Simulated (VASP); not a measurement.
# TiS2 (P-3m1) in VASP: settings compared, part 2 of 2

VASP 6.6.1. The steps go on from the part before.

### Step 3. Relaxation of cell and atoms, rev-vdW-DF2

This run uses another cell than the first one, of 18.73 Å³/atom, 0.979 times its volume.

INCAR reads:

```
PREC = Accurate
ENCUT = 600
EDIFF = 1E-7
ISMEAR = 1
SIGMA = 0.1
LREAL = False
LASPH = True
NELM = 80
ALGO = Normal
ISIF = 3
LWAVE = False
LCHARG = False
GGA = MK
LUSE_VDW = True
AGGAC = 0.0
PARAM1 = 0.1234
PARAM2 = 0.711357
ZAB_VDW = -1.8867
IBRION = 2
NSW = 90
EDIFFG = -0.005
```

KPOINTS reads:

```
Automatic mesh
0
Gamma
  12 12 7
```

POSCAR reads:

```
TiS2                                    
1.0
    3.3851949667     -0.0000000000      0.0000000000
   -1.6925974834      2.9316648379     -0.0000000000
    0.0000000000     -0.0000000000      5.6616431166
  Ti              S             
     1     2
Direct
     0.0000000000000000    0.0000000000000000    1.0000000000000000
     0.3333333332999970    0.6666666667000030    0.2519721659839160
     0.6666666667000030    0.3333333332999970    0.7480278340160843
```

Potentials or basis: VASP PAW PBE potentials, release 64 (Ti_sv, S).

The run is started by

```
$ cat potpaw_PBE.64/Ti_sv/POTCAR potpaw_PBE.64/S/POTCAR > POTCAR
$ mpirun -np 1 vasp_std > vasp.out
```

OUTCAR:

```text
PREC = Accurate
   ENCUT = 600
   EDIFF = 1E-7
   ISMEAR = 1
   LREAL = False
   LASPH = True
   NELM = 80
   ISIF = 3
   GGA = MK
   IBRION = 2
   NSW = 90
   EDIFFG = -0.005

 ion  position               nearest neighbor table
   1  0.000  0.000  0.000-   2 2.42   3 2.42   3 2.42   2 2.42   3 2.42   2 2.42
   2  0.333  0.667  0.252-   1 2.42   1 2.42   1 2.42
   3  0.667  0.333  0.748-   1 2.42   1 2.42   1 2.42

  LATTYP: Found a hexagonal cell.
 ALAT       =     3.3851949667
 C/A-ratio  =     1.6724717992

  Lattice vectors:

 A1 = (   3.3851949667,   0.0000000000,   0.0000000000)
 A2 = (  -1.6925974834,   2.9316648379,   0.0000000000)
 A3 = (   0.0000000000,   0.0000000000,   5.6616431166)

Analysis of symmetry for initial positions (statically):
=====================================================================
 Subroutine PRICEL returns:
 Original cell was already a primitive cell.

 Routine SETGRP: Setting up the symmetry group for a
 hexagonal supercell.

 Subroutine GETGRP returns: Found 12 space group operations
 (whereof 12 operations were pure point group operations)
 out of a pool of 24 trial point group operations.

The static configuration has the point symmetry D_3d.

Analysis of symmetry for dynamics (positions and initial velocities):
=====================================================================
 Subroutine PRICEL returns:
 Original cell was already a primitive cell.

 Routine SETGRP: Setting up the symmetry group for a
 hexagonal supercell.

 Subroutine GETGRP returns: Found 12 space group operations
 (whereof 12 operations were pure point group operations)
 out of a pool of 24 trial point group operations.

The dynamic configuration has the point symmetry D_3d.

 Subroutine INISYM returns: Found 12 space group operations
 (whereof 12 operations are pure point group operations),
 and found     1 'primitive' translations

----------------------------------------------------------------------------------------

                                     Primitive cell

  volume of cell :      56.1876

  direct lattice vectors                    reciprocal lattice vectors
     3.385194967  0.000000000  0.000000000     0.295403960  0.170551556  0.000000000
    -1.692597483  2.931664838  0.000000000     0.000000000  0.341103112  0.000000000
     0.000000000  0.000000000  5.661643117     0.000000000  0.000000000  0.176627170

  length of vectors
     3.385194967  3.385194967  5.661643117     0.341103112  0.341103112  0.176627170

  position of ions in fractional coordinates (direct lattice)
     0.000000000  0.000000000  0.000000000
     0.333333333  0.666666667  0.251972166
     0.666666667  0.333333333  0.748027834

  ion indices of the primitive-cell ions
   primitive index   ion index
                 1           1
                 2           2
                 3           3

----------------------------------------------------------------------------------------

 KPOINTS: Automatic mesh
[... 24 lines left out ...]
            Coordinates               Weight
  0.000000  0.000000  0.000000      1.000000
  0.083333  0.000000  0.000000      6.000000
  0.166667  0.000000  0.000000      6.000000
  0.250000  0.000000  0.000000      6.000000
  0.333333  0.000000  0.000000      6.000000
  0.416667  0.000000  0.000000      6.000000
[... 16 lines left out ...]
  0.166667  0.000000  0.142857      6.000000
  0.000000  0.166667  0.142857      6.000000
 [... further k-points ...]
   k-points           NKPTS =    112   k-points in BZ     NKDIM =    112   number of bands    NBANDS=     16
   number of dos      NEDOS =    301   number of ions     NIONS =      3
   total plane-waves  NPLWV =  37632
   dimension x,y,z NGX =    28 NGY =   28 NGZ =   48
   dimension x,y,z NGXF=    56 NGYF=   56 NGZF=   96
   ions per type =               1   2
   NGX,Y,Z   is equivalent  to a cutoff of  13.75, 13.75, 14.09 a.u.
   NGXF,Y,Z  is equivalent  to a cutoff of  27.50, 27.50, 28.19 a.u.
 SYSTEM =  unknown system
   PREC   = accura    normal or accurate (medium, high low for compatibility)
   ISTART =      0    job   : 0-new  1-cont  2-samecut
   ICHARG =      2    charge: 1-file 2-atom 10-const
   ISPIN  =      1    spin polarized calculation?
   LNONCOLLINEAR =      F non collinear calculations
   LSORBIT =      F    spin-orbit coupling
   LASPH  =      T    aspherical Exc in radial PAW
   ENCUT  =  600.0 eV  44.10 Ry    6.64 a.u.   6.76  6.76 11.31*2*pi/ulx,y,z
   NELM   =     80;   NELMIN=  2; NELMDL= -5     # of ELM steps
   EDIFF  = 0.1E-06   stopping-criterion for ELM
   LREAL  =      F    real-space projection
   EDIFFG = -.5E-02   stopping-criterion for IOM
   NSW    =     90    number of steps for IOM
   IBRION =      2    ionic relax: 0-MD 1-quasi-New 2-CG
   NFREE  =      1    steps in history (QN), initial steepest desc. (CG)
   ISIF   =      3    stress and relaxation
   ISYM   =      2    0-nonsym 1-usesym 2-fastsym
   POTIM  = 0.5000    time-step for ionic-motion
   TEBEG  =    0.0;   TEEND  =   0.0 temperature during run
   PSTRESS=    0.0 pullay stress
   NELECT =      24.0000    total number of electrons
   NUPDOWN=      -1.0000    fix difference up-down
   EMIN   =  10.00;   EMAX   =-10.00  energy-range for DOS
   EFERMI =   0.00;   METHOD = LEGACY
   ISMEAR =     1;   SIGMA  =   0.10  broadening in eV -4-tet -1-fermi 0-gaus
   EFERMI_NEDOS =   21; number of points for ismear=-14 and -15
   IALGO  =     38    algorithm
   IMIX   =      4    mixing-type and parameters
     AMIX     =   0.40;   BMIX     =  1.00
     AMIX_MAG =   1.60;   BMIX_MAG =  1.00
  volume/ion in A,a.u.               =      18.73       126.39
  Fermi-wavevector in a.u.,A,eV,Ry     =   1.232911  2.329864 20.681803  1.520070
  Thomas-Fermi vector in A             =   2.367662
   LORBIT       =      0    0 simple, 1 ext, 2 COOP (PROOUT), +10 PAW based schemes
   GGA     = MK    functional components
   LHFCALC =     F    Hartree Fock is set to
   AEXX    =    0.0000 exact exchange contribution
   IVDW_NL    =     1    kernel type
   BPARAM     = 6.3000
   IVDW    =     0    specifies the selected vdW correction
   LEPSILON=     F    determine dielectric tensor
   LRPA    =     F    only Hartree local field effects (RPA)
 conjugate gradient relaxation of ions
 non-spin polarized calculation
 Methfessel and Paxton  Order N= 1 SIGMA  =   0.10
  energy-cutoff  :      600.00
  volume of cell :       56.19
 maximum number of plane-waves:      1889
   NGX = 13   NGY = 13   NGZ = 23

--------------------------------------- Ionic step        1  -------------------------------------------

 number of electron      23.9999996 magnetization

 Free energy of the ion-electron system (eV)
  ---------------------------------------------------
  ext. energy  EPLUGINS =         0.00000000
  ---------------------------------------------------
  free energy    TOTEN  =       -15.00745114 eV

  energy without entropy =      -15.00740123  energy(sigma->0) =      -15.00743451

------------------------ aborting loop because EDIFF is reached ----------------------------------------

  FORCE on cell =-STRESS in cart. coord.  units (eV):
  Direction    XX          YY          ZZ          XY          YZ          ZX
  --------------------------------------------------------------------------------------
  -------------------------------------------------------------------------------------
  Total        0.0278028      0.0278028      0.0214291     -0.0000000      0.0000000      0.0000000
  in kB        0.7927906      0.7927906      0.6110467     -0.0000000      0.0000000      0.0000000
  external PRESSURE =       0.7322093 kB  Pullay stress =       0.0000000 kB
[... 65 lines left out ...]
--------------------------------------- Ionic step        3  -------------------------------------------

 number of electron      23.9999996 magnetization

 Free energy of the ion-electron system (eV)
  ---------------------------------------------------
  ext. energy  EPLUGINS =         0.00000000
  ---------------------------------------------------
  free energy    TOTEN  =       -15.00745968 eV

  energy without entropy =      -15.00740937  energy(sigma->0) =      -15.00744291

 E-fermi :   5.5754     XC(G=0): -10.3028

 val. band max:        5.5712951829   @ k =   0.0833   0.0000   0.0000
 cond. band min:       5.5770986987   @ k =   0.0000   0.0000   0.0000
 fundamental gap:      0.0058035158
 Fermi energy:         5.5753631928

 k-point     1 :       0.0000    0.0000    0.0000
  band No.  band energies     occupation
      1     -51.8493      2.00000
      2     -28.1968      2.00000
      3     -28.1523      2.00000
      4     -28.1523      2.00000
      5      -8.2276      2.00000
      6      -6.5050      2.00000
[... 433 lines left out ...]
      3     -28.1870      2.00000
      4     -28.1602      2.00000
      5      -7.8558      2.00000
      6      -6.5136      2.00000
[... 8 lines left out ...]
     15       7.1457     -0.00000
     16       8.7146      0.00000

 [... further k-points ...]
[... 5 lines left out ...]
  --------------------------------------------------------------------------------------
  -------------------------------------------------------------------------------------
  Total        0.0033751      0.0033751     -0.0028783     -0.0000000     -0.0000000      0.0000000
  in kB        0.0961854      0.0961854     -0.0820276     -0.0000000     -0.0000000      0.0000000
  external PRESSURE =       0.0367811 kB  Pullay stress =       0.0000000 kB
[... 22 lines left out ...]
  energy  without entropy=      -15.0074093740  energy(sigma->0) =      -15.00744291

Total vdW correction in eV:      3.4125434

 reached required accuracy - stopping structural energy minimisation
```

Run time: 3.1 min. Hardware: 1 thread of Intel Xeon 6975P-C (Granite Rapids), shared host; peak memory 0.49 GiB.

Results:

```yaml
Free_energy: -15.0075 eV
Relaxed_volume: 18.74 Å³/atom
Relaxed_cell: a = 3.386 Å, b = 3.386 Å, c = 5.663 Å, α = 90.00°, β = 90.00°, γ = 120.00°
Space_group_after_relaxing_to_0.05_Å: P-3m1 (No. 164)
Energy_gained_by_relaxing: 0.0 meV/atom
Ionic_steps: 3
Pressure_after_relaxing: 0.0 GPa
Band_gap_on_the_k_mesh: none (metal or under the smearing width)
```

Final structure:
```cif
data_structure
_symmetry_space_group_name_H-M 'P 1'
_symmetry_Int_Tables_number 1
_cell_length_a 3.3859
_cell_length_b 3.3859
_cell_length_c 5.6625
_cell_angle_alpha 90.000
_cell_angle_beta 90.000
_cell_angle_gamma 120.000
_cell_volume 56.22
loop_
_atom_site_label
_atom_site_type_symbol
_atom_site_fract_x
_atom_site_fract_y
_atom_site_fract_z
_atom_site_occupancy
Ti1 Ti 0.00000 0.00000 0.00000 1
S1 S 0.33333 0.66667 0.25200 1
S2 S 0.66667 0.33333 0.74800 1
```

Levels at points of the mesh, in eV from the Fermi level:
```csv
k point,band 8,band 9,band 10,band 11,band 12,band 13,band 14,band 15,band 16
"(0.00, 0.00, 0.00)",-2.75,-2.75,0.00,0.13,0.13,0.49,0.49,0.87,3.46
"(0.50, 0.00, 0.00)",-3.73,-2.95,-2.71,-2.63,-1.56,0.19,1.55,1.98,3.70
```

Caveat: the PAW data sets were made with another functional, which shifts forces and pressure a little.

### Step 4. Relaxation of cell and atoms, PBE+D3(BJ)

INCAR reads:

```
ALGO = Normal
EDIFF = 1E-6
EDIFFG = -0.01
ENCUT = 600
GGA = PE
IBRION = 2
ISIF = 3
ISMEAR = 1
IVDW = 12
KPAR = 4
LASPH = T
LCHARG = F
LREAL = F
LWAVE = F
NELM = 80
NSW = 90
PREC = Accurate
SIGMA = 0.1
```

KPOINTS reads:

```
k-points
0
Gamma
  12 12 7
```

POSCAR reads:

```
TiS2
1.0
    3.4120000000      0.0000000000      0.0000000000
   -1.7060000000      2.9548786777      0.0000000000
    0.0000000000      0.0000000000      5.6950000000
Ti S
1 2
Direct
    0.0000000000      0.0000000000      0.0000000000
    0.3333333333      0.6666666667      0.2500000000
    0.6666666667      0.3333333333      0.7500000000
```

The run is started by

```
$ cat potpaw_PBE.64/Ti_sv/POTCAR potpaw_PBE.64/S/POTCAR > POTCAR
$ mpirun -np 4 vasp_std > vasp.out
```

Run time: 2.6 min. Hardware: 4 MPI ranks of Intel Xeon 6975P-C (Granite Rapids), shared host; peak memory 0.29 GiB.

Results (log left out):

```
Free energy                            : -21.1072 eV
Relaxed volume                         : 17.98 Å³/atom
Relaxed cell                           : a = 3.358 Å, b = 3.358 Å, c = 5.523 Å, α = 90.00°, β = 90.00°, γ = 120.00°
Space group after relaxing (to 0.05 Å) : P-3m1 (No. 164)
Energy gained by relaxing              : 8.8 meV/atom
Ionic steps                            : 15
Pressure after relaxing                : 0.0 GPa
Largest force after relaxing           : 0.003 eV/Å
Band gap on the k mesh                 : none (metal or under the smearing width)
Dispersion energy per atom             : -0.410 eV
```

Forces on the atoms (eV/Å):
```
Ti   0.000  0.000  0.000
S    0.000  0.000  0.003
S    0.000  0.000 -0.003
```

The path:
| step | energy change (eV) | largest force (eV/Å) | pressure (GPa) | volume (Å³) |
| --- | --- | --- | --- | --- |
| 1 | 0.0000 | 0.1233 | -2.93 | 57.42 |
| 2 | -0.0037 | 0.5324 | 2.64 | 54.55 |
| 3 | -0.0154 | 0.2172 | -0.09 | 55.86 |
| 4 | -0.0193 | 0.1409 | -0.11 | 55.53 |
| 5 | -0.0210 | 0.0305 | -0.11 | 55.08 |
| 6 | -0.0210 | 0.0440 | -0.07 | 55.13 |
| 7 | -0.0225 | 0.0354 | -0.13 | 54.96 |
| 8 | -0.0256 | 0.0056 | -0.20 | 54.43 |
| 9 | -0.0238 | 0.0691 | -0.17 | 53.36 |
| 10 | -0.0264 | 0.0099 | -0.10 | 54.08 |
| 11 | -0.0264 | 0.0118 | -0.16 | 54.05 |
| 12 | -0.0259 | 0.0375 | -0.16 | 53.71 |
| 13 | -0.0264 | 0.0131 | -0.13 | 54.02 |
| 14 | -0.0261 | 0.0621 | 0.48 | 53.71 |
| 15 | -0.0265 | 0.0034 | 0.01 | 53.95 |

Final structure:
```
Ti S
1.0
     3.35846    0.00000    0.00000
    -1.67923    2.90851    0.00000
     0.00000    0.00000    5.52309
Ti S
1 2
Direct
  0.00000 0.00000 0.00000
  0.33333 0.66667 0.25877
  0.66667 0.33333 0.74123
```

Levels at points of the mesh, in eV from the Fermi level:
```
           k point  band 9  band 10  band 11  band 12  band 13  band 14  band 15  band 16
(0.00, 0.00, 0.00)   -2.78     0.15     0.16     0.16     0.54     0.54     0.87     3.46
(0.50, 0.00, 0.00)   -3.05    -2.91    -2.64    -1.65     0.18     1.65     2.10     3.77
```

Caveat: pairwise dispersion overbinds metals, which lowers pressure and volume.
